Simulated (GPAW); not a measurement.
The system is Pd.

```
Pd
1.0
    -1.57228    1.57228    1.57228
     1.57228   -1.57228    1.57228
     1.57228    1.57228   -1.57228
Pd
1
Direct
  0.00000 0.00000 0.00000
```

This isn't the form of Pd at room conditions, which is fcc.

- Program: GPAW 26.7.0
- Task: single point
- Functional: PBEsol
- Potentials or basis: PAW data sets generated in the run's folder for this functional
- Cutoff: 600 eV
- Basis: pw
- k mesh: 12 × 12 × 12
- Occupations: fermi-dirac, width 0.05 eV
- Spin: no spin polarisation

On this cell: pressure -9.6 GPa; band gap on the k mesh none (metal or under the smearing width).

The same run follows on a disturbed copy (cell strained at random at fixed volume):

```
Pd
1.0
    -1.59918    1.54912    1.62845
     1.60297   -1.50854    1.59166
     1.57790    1.48727   -1.58787
Pd
1
Direct
  0.01291 0.99896 0.98783
```

Problem. What does the disturbed cell give?

Solution. The energy (extrapolated to zero smearing) moves by +0.1 meV/atom; pressure -9.5 GPa; band gap on the k mesh none (metal or under the smearing width).

Stress tensor (GPa, compression positive):
```
 -9.17   1.21  -0.42
  1.21 -10.58  -2.36
 -0.42  -2.36  -8.79
```
